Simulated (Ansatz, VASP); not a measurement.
## Pd in VASP and in Ansatz

```
Pd
1.0
     0.00000    2.94782    2.94782
     2.94782    0.00000    2.94782
     2.94782    2.94782    0.00000
Pd
2
Direct
  0.12500 0.12500 0.12500
  0.87500 0.87500 0.87500
```

Alike in both runs: task single point; functional RPBE; k mesh 10 × 10 × 10; occupations fermi-dirac, width 0.05 eV; collinear spin.

```csv
,VASP,Ansatz
version,VASP 6.6.1,Ansatz 0.2.0
potentials or method,"VASP PAW PBE potentials, release 64 (Pd)","plane waves (420 eV) with PAW, scalar-relativistic"
plane-wave cutoff (eV),520,420
valence electrons in the cell,20,36
```

```tsv
	VASP	Ansatz	Ansatz less VASP
pressure (GPa)	-0.2	0.0	+0.22
net moment per atom (μB)	0.45	0.45	0.000
size of the moment on the site where the two differ most (μB)	0.45	0.45	0.000
```

Site moments also hang on the region over which each program counts them. The two sets of potentials don't hold the same shells in valence.

Caveats: the PAW data sets were made with another functional, which shifts forces and pressure a little (VASP).
